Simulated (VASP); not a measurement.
Crystal: MgO.

```xyz
4
Lattice="3.4840 0.0000 0.0000 -1.7420 3.0172 0.0000 0.0000 0.0000 4.1853" Properties=species:S:1:pos:R:3 pbc="T T T"
Mg    0.0000    2.0115    1.0463
Mg    1.7420    1.0057    3.1390
O     1.7420    1.0057    1.0463
O     0.0000    2.0115    3.1390
```

The cell was built by a generator and needn't be a form met in nature.

Base run:

```yaml
Program: VASP 6.6.1
Functional: PBE
Potentials_or_basis: VASP PAW PBE potentials, release 64 (Mg, O)
Cutoff: 520 eV
k_mesh: 6 × 6 × 4
Occupations: gaussian, width 0.01 eV
Spin: no spin polarisation
```

Its results: band gap on the k mesh 3.43 eV, direct; pressure 4.0 GPa.

Task: The run is repeated on the same cell with these changes: functional from PBE to HSE06; further incar settings from ALGO = Fast; EDIFF = 1e-06; NBANDS = 16 to ALGO = Normal; EDIFF = 1e-06; NBANDS = 16. What comes out?

Result: Band gap on the k mesh 5.02 eV, direct; pressure -0.2 GPa.

Caveats: the PAW data sets were made with another functional, which shifts forces and pressure a little (some runs).

